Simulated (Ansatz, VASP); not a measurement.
## Two plane-wave programs on Si3N4

```
Si N
1.0
    -3.30084    3.30084    3.30084
     3.30084   -3.30084    3.30084
     3.30084    3.30084   -3.30084
Si N
6 8
Cartesian
  2.4756 3.3008 -1.6504
  -1.6504 2.4756 3.3008
  0.8252 3.3008 1.6504
  1.6504 0.8252 3.3008
  3.3008 -1.6504 2.4756
  3.3008 1.6504 0.8252
  1.8577 1.8577 1.8577
  0.2073 -0.2073 3.0936
  1.4431 4.7440 -1.4431
  3.0936 0.2073 -0.2073
  -1.4431 1.4431 4.7440
  0.2073 0.2073 0.2073
  4.7440 -1.4431 1.4431
  -0.2073 3.0936 0.2073
```

Measurements of this composition are mostly on another form, of space group No. 176.

Alike in both runs: task single point; functional PBE; k mesh 6 × 6 × 6; occupations gaussian, width 0.05 eV; no spin polarisation.

```csv
,VASP,Ansatz
version,VASP 6.6.1,Ansatz 0.2.0
potentials or method,"VASP PAW PBE potentials, release 64 (Si, N)","scalar-relativistic, plane waves, PAW"
plane-wave cutoff (eV),520,500
valence electrons in the cell,64,64
```

|  | VASP | Ansatz | Ansatz less VASP |
| --- | --- | --- | --- |
| gap on the k mesh at the Fermi level (eV) | 3.82 | 3.82 | +0.004 |
| pressure (GPa) | -12.2 | -12.0 | +0.29 |
| rms of the force components (eV/Å) | 0.050 | 0.048 | -0.0020 |

Atom by atom the forces differ by 0.002 eV/Å (rms over components). With one functional, cell and mesh, what is left measures potentials, basis and numerics.

A k mesh can miss the band edges.
